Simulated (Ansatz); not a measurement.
S (P4_2/mnm), ideal shear of a crystal plane

Computed with Ansatz, DFT PBE+D3(BJ), scalar-relativistic, plane waves, PAW. Cutoff 420 eV, Γ-centred 9×16×5 k-points, Gaussian smearing of 0.15 eV. No spin polarisation. Energies are free energies at this smearing, counted from the undisturbed cell; pressure is positive in compression.

Zero of the scan (relaxed at this level; with this scan's settings it stands at 0.1 GPa; this form isn't the usual structure):

```xyz
8
Lattice="0.0000 -5.4763 0.0000 0.0000 0.0000 -2.9603 10.9525 0.0000 0.0000" Properties=species:S:1:pos:R:3 pbc="T T T"
S     3.4355   -0.6718   -1.4801
S     8.9117   -0.6718   -1.4801
S    10.2552   -4.8045   -1.4801
S     4.7790   -4.8045   -1.4801
S     0.6973   -2.0664    0.0000
S     6.1736   -2.0664    0.0000
S     2.0408   -3.4099    0.0000
S     7.5171   -3.4099    0.0000
```

The cut lies on the cell's a–b face, a (1 0 0) plane (indices in the standard cell, whose axes needn't be the Cartesian ones shown) of area 16.21 Å², between layers 1.39 Å apart. Vector c is tilted by f times 1·a + 0·b (length 5.476 Å) with the atoms' Cartesian places fixed: one unrelaxed fault a cell. The traction is dγ/du, the slope of γ against the slip u in Å. Some rows repeat others by symmetry and weren't run.

| f | γ (mJ/m²) | traction (GPa) |
| --- | --- | --- |
| 0.0000 | 0 | 0.0 |
| 0.1000 | 99 | 4.3 |
| 0.2000 | 581 | 13.1 |
| 0.3000 | 1376 | 12.6 |
| 0.4000 | 1759 | 4.1 |
| 0.5000 | 1859 | 0.0 |
| 0.6000 | 1759 | -4.1 |
| 0.7000 | 1376 | -12.6 |
| 0.8000 | 581 | -13.1 |
| 0.9000 | 99 | -4.3 |

Problem. Read off the first barrier and the stress needed to climb it, and compare with Frenkel's sinusoid.

Solution. The first sampled maximum lies at f = 0.500, a slip of 2.74 Å, with γ ≈ 1859 mJ/m², which stands in for the unstable fault energy γ_us, and the steepest sampled slope before it is 13.1 GPa. A sinusoid γ = γ_us sin²(πu/λ) with its maximum there has λ = 5.48 Å and a largest slope πγ_us/λ = 10.7 GPa (1 mJ/m² per Å = 0.01 GPa).

Problem. Is there a metastable fault on this line?

Solution. Apart from points where γ returns to about zero, no local minimum shows among the samples, so at this sampling the line offers no fault for a dislocation to split on; a fault can still lie off the line.

The cut is rigid; relaxing the faces lowers these energies and usually the stresses.

In a metal these slopes depend on the k mesh and the smearing.

Cost: 6 runs of about 4.7 core-minutes in all, on Intel Xeon Platinum 8581C (Emerald Rapids) (shared hosts).